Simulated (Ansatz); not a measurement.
**BeS: a single-point run**

The task is a single-point run on BeS. The structure is shown as the input types it.

Program: Ansatz 0.2.0. Level of theory: density functional or hybrid calculation with the settings of its input, plane waves (as first typed). These are calculated values, not measurements.

1 further run of the same task is left out (it didn't finish).

## 1. Starting point

Symmetry: F-43m, No. 216, cubic system. The conventional cell has a = 4.869 Å, b = 4.869 Å, c = 4.869 Å, α = 90.00°, β = 90.00°, γ = 90.00°. Be (site symmetry -43m) has 4 S at 2.11 Å as nearest neighbours. S (site symmetry -43m) is surrounded by 4 Be at 2.11 Å.

The input asks for a charge of -2 e on the cell.

Coordinates:

```
Be S
1.0
     0.00000    2.43431    2.43431
     2.43431    0.00000    2.43431
     2.43431    2.43431    0.00000
Be S
1 1
Cartesian
  0.0000 0.0000 0.0000
  1.2172 1.2172 1.2172
```

## 2. Running it

Input file input.yaml:

```yaml
crystal:
  lattice:
    - [0.0, 2.4343062304, 2.4343062304]
    - [2.4343062304, 0.0, 2.4343062304]
    - [2.4343062304, 2.4343062304, 0.0]
  atoms:
    - { symbol: Be, position: [0.0, 0.0, 0.0] }
    - { symbol: S, position: [0.25, 0.25, 0.25] }
kpoints:
  mp_grid: { grid: [6, 6, 6] }
hamiltonian:
  xc: r2scan
scf:
  occupations: { method: fixed }
  n_extra_bands: 4
  max_iter: 98
output:
  forces: true
  stress: true
  eigenvalues: true
total_charge: -2
```

Run with:

```
$ ansatz run input.yaml --threads 4 --pin off --max-ram 3686MiB --backend cpu --events-out ev --progress --plain --runs-dir out
```

What happens when this is run?

This run ends as converged, with warnings (band overlap at count, metallic iterate). Convergence says nothing about whether the input makes sense.

Look at the input: total_charge is -2. With this charge the calculation describes a differently charged system.

To check: delete total_charge (the default then holds).
